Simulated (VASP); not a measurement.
# Ga7Sb8 (a cell with a defect): single point with PBE

Crystal: Ga7Sb8 (a cell with a defect).

```
Ga Sb
1.0
     0.00000    6.09152    6.09152
     6.09152    0.00000    6.09152
     6.09152    6.09152    0.00000
Ga Sb
7 8
Direct
  0.99075 0.00872 0.96401
  0.99076 0.53739 0.96400
  0.00421 0.50344 0.48980
  0.34545 0.94723 0.26099
  0.48750 0.00598 0.54173
  0.49992 0.49632 0.00832
  0.48751 0.46568 0.54172
  0.17624 0.16515 0.99433
  0.11778 0.11643 0.58086
  0.12355 0.63241 0.11251
  0.11779 0.68582 0.58085
  0.61433 0.11628 0.15732
  0.56427 0.09396 0.74870
  0.61434 0.61297 0.15729
  0.62510 0.62195 0.63188
```

```
Program             : VASP 6.6.1
Task                : single point
Functional          : PBE
Potentials or basis : VASP PAW PBE potentials, release 64 (Ga_d, Sb)
Cutoff              : 520 eV
k mesh              : 2 × 2 × 2
Occupations         : fermi-dirac, width 0.1 eV
Spin                : no spin polarisation
```

```json
{"Pressure": "0.4 GPa", "Largest force": "0.049 eV/Å", "Band gap on the k mesh": "none (metal or under the smearing width)"}
```

Forces in eV/Å, atoms in the order of the input:
```
Ga  -0.010 -0.002 -0.017
Ga   0.017 -0.002  0.010
Ga  -0.004  0.013  0.004
Ga  -0.005  0.048  0.004
Ga  -0.001 -0.006 -0.001
Ga   0.000  0.023  0.000
Ga   0.001 -0.006  0.001
Sb   0.019 -0.036 -0.019
Sb  -0.041 -0.024 -0.003
Sb   0.022 -0.003 -0.021
Sb   0.002 -0.027  0.039
Sb   0.021 -0.002  0.023
Sb   0.002  0.033  0.001
Sb  -0.022 -0.003 -0.022
Sb   0.000 -0.005  0.000
```

Stress tensor (GPa, compression positive):
```
-0.08  0.57  0.14
 0.57  1.46 -0.57
 0.14 -0.57 -0.08
```

Levels at points of the mesh, in eV from the Fermi level:
```tsv
k point	band 63	band 64	band 65	band 66	band 67	band 68	band 69	band 70
(0.00, 0.00, 0.00)	-0.39	-0.12	0.03	0.13	0.26	0.59	0.62	0.88
(0.50, 0.00, 0.00)	-0.60	-0.46	-0.36	-0.23	0.35	1.33	1.46	1.72
(0.00, 0.50, 0.00)	-0.93	-0.50	-0.28	-0.20	0.49	0.99	1.59	1.72
(0.00, 0.00, 0.50)	-0.76	-0.37	-0.11	0.35	0.51	1.29	1.50	1.68
(0.50, 0.50, 0.50)	-0.93	-0.49	-0.28	-0.20	0.49	0.99	1.59	1.72
(0.50, 0.50, 0.00)	-0.93	-0.71	-0.57	-0.45	0.96	1.61	1.94	2.02
(0.00, 0.50, 0.50)	-0.93	-0.71	-0.57	-0.45	0.96	1.61	1.94	2.02
(0.50, 0.00, 0.50)	-1.00	-0.87	-0.49	0.09	0.87	1.23	1.72	1.73
```

Wall time 6.5 min on 1 thread of Intel(R) Xeon(R) Platinum 8488C (Sapphire Rapids), with other jobs on the host, peak memory 0.64 GiB.

Caveat: the k mesh is coarse (spacing up to 0.45 Å⁻¹), so the values aren't converged. The run has no spin-orbit coupling, so splittings on Sb are missing.
